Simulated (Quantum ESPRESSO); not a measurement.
Crystal: AlN.

```
Al N
1.0
     0.00000    2.18399    2.18399
     2.18399    0.00000    2.18399
     2.18399    2.18399    0.00000
Al N
1 1
Direct
  0.00000 0.00000 0.00000
  0.25000 0.25000 0.25000
```

Measurements of this composition are mostly on another form, of space group No. 186.

Base run:

| Item | Value |
| --- | --- |
| Program | Quantum ESPRESSO 7.5 |
| Functional | PBE |
| Potentials or basis | SG15 PBE 1.2 |
| Cutoff | 952 eV |
| Density cutoff | 3810 eV |
| k mesh | 6 × 6 × 6 |
| Occupations | fixed |
| Spin | no spin polarisation |

Its results: band gap on the k mesh, mean-field level 3.34 eV, indirect (least direct gap 4.20 eV).

Problem. The run is repeated on the same cell with these changes: functional from PBE to LDA; potentials or basis from SG15 PBE 1.2 to PseudoDojo 0.4.1 SR LDA standard; cutoff from 952 eV to 1143 eV; density cutoff from 3810 eV to 4572 eV; valence electrons from 16 to 8. What comes out?

Solution. Band gap on the k mesh, mean-field level 3.26 eV, indirect (least direct gap 4.24 eV).

A k mesh can miss the band edges.
